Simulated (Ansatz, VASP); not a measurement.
Two plane-wave programs on AlN

```
Al N
1.0
     3.12989    0.00000   -0.46948
    -1.56494    2.71056    0.23474
    -0.75254    0.00000    5.11730
Al N
2 2
Direct
  0.34975 0.66483 0.00954
  0.68493 0.33517 0.50954
  0.32735 0.68938 0.37546
  0.63797 0.31062 0.87546
```

Change from the starting cell: engineering shear strain xz -0.3000, normal strain along z +0.0200.

Alike in both runs: functional PBE; k mesh 9 × 9 × 6; occupations gaussian, width 0.05 eV; no spin polarisation.

Ansatz relaxed the structure, and its values are those at the end. VASP's run is a single point on that final structure, the one shown.

```csv
,VASP,Ansatz
version,VASP 6.6.1,Ansatz 0.2.0
potentials or method,"VASP PAW PBE potentials, release 64 (Al, N)","scalar-relativistic, plane waves, PAW"
plane-wave cutoff (eV),520,520
valence electrons in the cell,16,16
```

|  | VASP | Ansatz | Ansatz less VASP |
| --- | --- | --- | --- |
| gap on the k mesh at the Fermi level (eV) | 2.45 | 2.45 | -0.002 |
| least direct gap on the mesh (eV) | 2.45 | 2.45 | -0.002 |
| pressure (GPa) | -2.1 | -1.9 | +0.17 |

With one functional, cell and mesh, what is left measures potentials, basis and numerics. Ansatz warned: «stress_scf_threshold_loose».

Caveats: an odd mesh through Γ misses points on the zone boundary, where band edges often lie.
